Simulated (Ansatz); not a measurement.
The system is Mg.

```
Mg
1.0
    -1.83599    1.83599    1.67940
     1.83599   -1.83599    1.67940
     1.83599    1.83599   -1.67940
Mg
1
Direct
  0.00000 0.00000 0.00000
```

This isn't the form of Mg at room conditions, which is hcp.

- Program: Ansatz 0.2.0
- Task: relaxation of cell and atoms
- Functional: PBE
- Dispersion: D3(BJ)
- Potentials or basis: Ansatz PAW
- Cutoff: 420 eV (not typed: the program's choice for these potentials)
- k mesh: 11 × 11 × 11
- Occupations: fermi-dirac, width 0.05 eV
- Spin: no spin polarisation

At the start: volume 22.64 Å³/atom.

How do energy, volume and symmetry change on relaxing?

It ends after 8 steps and the volume is 21.61 Å³/atom (-4.6 %); space group Im-3m (No. 229, to 0.05 Å).

The path:
```csv
step,energy change (eV),largest force (eV/Å),volume (Å³)
1,0.0000,0.0000,22.64
2,-0.0041,0.0000,21.98
3,-0.0053,0.0000,21.64
4,-0.0065,0.0000,21.18
5,-0.0076,0.0000,21.30
6,-0.0086,0.0000,21.59
7,-0.0087,0.0000,21.61
8,-0.0086,0.0000,21.61
```

Final structure:
```cif
data_structure
_symmetry_space_group_name_H-M 'P 1'
_symmetry_Int_Tables_number 1
_cell_length_a 3.0392
_cell_length_b 3.0392
_cell_length_c 3.0392
_cell_angle_alpha 109.414
_cell_angle_beta 109.414
_cell_angle_gamma 109.585
_cell_volume 21.61
loop_
_atom_site_label
_atom_site_type_symbol
_atom_site_fract_x
_atom_site_fract_y
_atom_site_fract_z
_atom_site_occupancy
Mg1 Mg 0.00000 0.00000 0.00000 1
```

Caveat: the plane-wave basis is chosen anew once the cell has moved, so the energies of steps on either side of that aren't comparable; pairwise dispersion overbinds metals, which lowers pressure and volume.
